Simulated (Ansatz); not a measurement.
Cu:

```xyz
1
Lattice="0.0000 1.8075 1.8075 1.8075 0.0000 1.8075 1.8075 1.8075 0.0000" Properties=species:S:1:pos:R:3 pbc="T T T"
Cu    0.0000    0.0000    0.0000
```

Base run:

| Item | Value |
| --- | --- |
| Program | Ansatz 0.2.0 |
| Functional | RPBE |
| Potentials or basis | all-electron LAPW, scalar-relativistic |
| Cutoff | 295 eV (chosen from the basis error) |
| Basis error allowed | 0.001 eV/atom |
| k mesh | 13 × 13 × 13 |
| Occupations | gaussian, width 0.02 eV |
| Spin | no spin polarisation |

Its results: band gap on the k mesh none (metal or under the smearing width); pressure 6.6 GPa.

Task: The run is repeated on the same cell with these changes: functional from RPBE to LDA. What comes out?

Result: Band gap on the k mesh none (metal or under the smearing width); pressure -12.7 GPa.

LDA binds more tightly than RPBE, so the same cell stands under less pressure.
